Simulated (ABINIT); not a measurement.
InP: single point with PBE

**What was measured.**

From a printed reference work, data compilation, for a bulk crystal of InP at 1.6 K: band gap 1.4236 eV (direct).

The system is InP.

```
In P
1.0
     0.00000    2.93050    2.93050
     2.93050    0.00000    2.93050
     2.93050    2.93050    0.00000
In P
1 1
Direct
  0.00000 0.00000 0.00000
  0.75000 0.75000 0.75000
```

```
Program             : ABINIT 10.8.3 (patched build)
Task                : single point
Functional          : PBE
Potentials or basis : PseudoDojo NC SR PBE v0.4.1 standard
Cutoff              : 844 eV
k mesh              : 6 × 6 × 6
Occupations         : fermi-dirac, width 0.05 eV
Spin                : no spin polarisation
```

```
Band gap on the k mesh                                : 0.71 eV, direct
Valence electrons inside the program's atomic spheres : In 9.92; P 2.78
```

Levels at points of the mesh, in eV from the valence-band top:
```csv
k point,band 7,band 8,band 9,band 10,band 11,band 12
"(0.00, 0.00, 0.00)",0.00,0.00,0.00,0.71,4.09,4.09
"(0.50, 0.00, 0.00)",-5.73,-0.97,-0.97,1.50,4.80,4.80
"(0.50, 0.50, 0.00)",-5.75,-2.32,-2.32,1.76,2.26,9.24
```

Wall time 23 s on 1 thread of Arm Neoverse V1 (shared host), peak memory 0.08 GiB.

A measured gap of InP is 1.4236 eV (direct; 1.6 K; a printed reference work, data compilation); the calculated 0.71 eV misses it by -0.71 eV. Spin-orbit coupling on In is left out. The value is that of PBE, without temperature or zero-point motion. Semilocal functionals fall short of measured gaps as a rule.

Caveat: spin-orbit coupling is left out, which moves the levels of the heavy elements.
